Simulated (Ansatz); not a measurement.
# LiNbO3: the cost of one run

Method: DFT, PBE, plane-wave PAW, default files, scalar-relativistic, as far as a step names no other, in Ansatz 0.2.0.

1 further run of the same task is left out (it didn't finish).

### Step 1. The structure to begin with

The structure is trigonal, space group R3c (No. 161). Conventional cell: a = 5.150 Å, b = 5.150 Å, c = 13.865 Å, α = 90.00°, β = 90.00°, γ = 120.00°. Li (site symmetry 3) has 6 O at 2.06 to 2.26 Å as nearest neighbours. Nb (site symmetry 3) is surrounded by 6 O at 1.84 to 2.18 Å. Around O (site symmetry 1) lie 2 Nb at 1.84 to 2.18 Å and 2 Li at 2.06 to 2.26 Å.

As a file:

```
Li Nb O
1.0
     2.57510    1.48673    4.62177
    -2.57510    1.48673    4.62177
     0.00000   -2.97347    4.62177
Li Nb O
2 2 6
Cartesian
  0.0000 0.0000 3.8130
  0.0000 0.0000 10.7456
  0.0000 0.0000 0.0000
  0.0000 0.0000 6.9327
  -0.6363 -1.4423 5.4273
  1.5672 0.1701 5.4273
  -0.9309 1.2722 5.4273
  -1.6442 -0.2145 7.7382
  0.6363 1.5312 7.7382
  1.0079 -1.3167 7.7382
```

The earlier run gave: gap on the mesh 3.93 eV, largest force 1.178 eV/Å, pressure 7.4 GPa.

Site by site (atoms counted from 1):

```tsv
site	atoms	first shell	V_zz (10²¹ V/m²)	η	C_Q (MHz)
Li	1, 2	6 O at 2.06–2.26 Å	0.060	0.00	-0.058 (⁷Li)
Nb	3, 4	6 O at 1.84–2.18 Å	5.91	0.00	-45.7 (⁹³Nb)
O	5, 6, 7, 8, …	2 Nb at 1.84–2.18 Å, 2 Li at 2.06–2.26 Å; also 1 Li at 3.29 Å	1.99	0.98	-1.23 (¹⁷O)
```

Conventions: |V_zz| ≥ |V_yy| ≥ |V_xx|, η = (V_xx − V_yy)/V_zz, C_Q = eQV_zz/h. Q values from Pyykkö, Mol. Phys. 116, 1328 (2018).

### Step 2. Z stretched by +3 %, ions relaxed

Input file input.yaml:

```yaml
crystal:
  lattice:
    - [2.5750991265, 1.4867341739, 4.7604231]
    - [-2.5750991265, 1.4867341739, 4.7604231]
    - [0.0, -2.9734683477, 4.7604231]
  atoms:
    - { symbol: Li, position: [0.2776613609, 0.2776613609, 0.2776613609] }
    - { symbol: Li, position: [0.7776613609, 0.7776613609, 0.7776613609] }
    - { symbol: Nb, position: [-0.0043676508, -0.0043676508, -0.0043676508] }
    - { symbol: Nb, position: [0.4956323492, 0.4956323492, 0.4956323492] }
    - { symbol: O, position: [0.1025696935, 0.3585438109, 0.7148927856] }
    - { symbol: O, position: [0.7148927856, 0.1025696935, 0.3585438109] }
    - { symbol: O, position: [0.3585438109, 0.7148927856, 0.1025696935] }
    - { symbol: O, position: [0.2148927856, 0.8585438109, 0.6025696935] }
    - { symbol: O, position: [0.8585438109, 0.6025696935, 0.2148927856] }
    - { symbol: O, position: [0.6025696935, 0.2148927856, 0.8585438109] }
kpoints:
  mp_grid: { grid: [7, 7, 7] }
scf:
  occupations: { method: fermi_dirac, width: 0.02 }
hamiltonian:
  xc: pbe
  pseudopotentials: { kind: paw }
output:
  forces: true
  stress: true
  populations: true
  efg:
    quadrupole_moments_barn: { Li: -0.0401, Nb: -0.32, O: -0.02558 }
    contact_densities: true
  write_density: true
  write_potential: true
  elf: true
  volumetric_format: npy
relax:
  f_tol: 0.02
  max_steps: 60
```

The run is started by

```sh
$ ansatz run input.yaml --threads 4 --pin off --max-ram 8192MiB --backend cpu --events-out ev --progress --plain --runs-dir out
```

What time and memory should one allow on 4 threads of Intel Xeon Platinum 8259CL at 2.50GHz (Skylake/Cascade Lake), shared host?

About 32 s, with a peak of 0.64 GiB.
